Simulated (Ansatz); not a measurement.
## InP in Ansatz: the effect of functional

The system is InP.

```
In P
1.0
     0.00000    2.80527    2.80527
     2.80527    0.00000    2.80527
     2.80527    2.80527    0.00000
In P
1 1
Direct
  0.00000 0.00000 0.00000
  0.50000 0.50000 0.50000
```

Measurements of this composition are mostly on another form, of space group No. 216.

The cell isn't the ideal one: volume scaled by 1.04.

Alike in all runs:

| Property | Result |
| --- | --- |
| Program | Ansatz 0.2.0 |
| Task | single point |
| Potentials or basis | Ansatz PAW |
| k mesh | 8 × 8 × 8 |
| Occupations | fermi-dirac, width 0.05 eV |
| Spin | no spin polarisation |

Q: One run gave: pressure -7.3 GPa. Which functional did it use?
A. r2SCAN
B. PBEsol
C. LDA

A: C.

| functional | cutoff | pressure (GPa) |
| --- | --- | --- |
| LDA | 420 eV (not typed: the program's choice for these potentials) | -7.3 |
| PBEsol | 420 eV (not typed: the program's choice for these potentials) | -5.8 |
| r2SCAN | 500 eV (not typed: the program's choice for these potentials) | -4.7 |

Caveats: the PAW data sets come from PBE, with cores solved anew for the run's functional, which leaves a small shift of forces and pressure.
